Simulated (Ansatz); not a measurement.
Input of an Ansatz 0.2.0 run:

Contents of input.yaml:

```yaml
crystal:
  lattice:
    - [0.0, 2.8338, 2.8338]
    - [2.8338, 0.0, 2.8338]
    - [2.8338, 2.8338, 0.0]
  atoms:
    - { symbol: Se, position: [0.75, 0.75, 0.75] }
    - { symbol: Zn, position: [0.0, 0.0, 0.0] }
hamiltonian:
  xc: lda
  pseudopotentials: { kind: paw }
kpoints:
  mp_grid: { grid: [6, 6, 6] }
scf:
  occupations: { method: fixed }
phonons:
  method: dfpt
  dielectric: true
  rigid_motions: translations
  qmesh: [2, 2, 2]
  temperatures: { t_max: 1000, t_step: 100 }
  qpath:
    path:
      - [[0.0, 0.0, 0.0], [0.5, 0.0, 0.5], [0.5, 0.25, 0.75], [0.375, 0.375, 0.75], [0.0, 0.0, 0.0], [0.5, 0.5, 0.5], [0.625, 0.25, 0.625], [0.5, 0.25, 0.75], [0.5, 0.5, 0.5], [0.375, 0.375, 0.75]]
      - [[0.625, 0.25, 0.625], [0.5, 0.0, 0.5]]
    npoints: 8
```

Potentials or basis: Ansatz PAW.

The run is started by

```sh
$ ansatz run input.yaml --threads 2 --pin off --max-ram 5632MiB --backend cpu --events-out ev --progress --plain --runs-dir out
```

What does it give for the electronic dielectric tensor (diagonal)?

7.71.

Estimate the Born charges (mean of the diagonal).

Se -2.06; Zn +2.06 e.

What does it give for the band gap on the k mesh?

1.03 eV, direct.

Estimate the static dielectric tensor (diagonal).

10.96.

Static dielectric tensor, electrons and zone-centre modes:
```
10.96  0.00  0.00
 0.00 10.96  0.00
 0.00  0.00 10.96
```

Caveat: the q mesh is small, so phonon branches between its points and thermal values are rough.

**Measured values to compare with.**

“Alloy Disordering Effects on the Thermal Conductivity and Energy Gap Temperature Dependence of Cd1−xZnxSe Ternary Crystals Grown by the Bridgman Method”, 2023, pmc:10253836 reports, for a bulk crystal of ZnSe at 300 K: band gap 2.695 ± 0.003 eV (an exciton energy, a little under the gap).

From a printed reference work, textbook, for a bulk crystal of ZnSe: high-frequency dielectric constant 5.9.

Against the measured gap of ZnSe, 2.695 eV (an exciton energy, a little under the gap; 300 K; “Alloy Disordering Effects on the Thermal Conductivity and Energy Gap Temperature Dependence of Cd1−xZnxSe Ternary Crystals Grown by the Bridgman Method”, 2023, pmc:10253836), the calculated 1.03 eV is off by -1.67 eV. So large a miss can be the level of theory's own, or it may mean another phase, state or a wrong row. Spin-orbit coupling on Se is left out. The value is that of LDA, without temperature or zero-point motion. Semilocal functionals fall short of measured gaps as a rule. Against the measured high-frequency dielectric constant of ZnSe, 5.9 (a printed reference work, textbook), the calculated 7.71 is off by +30.7 %. So large a miss can be the level of theory's own, or it may mean another phase, state or a wrong row.
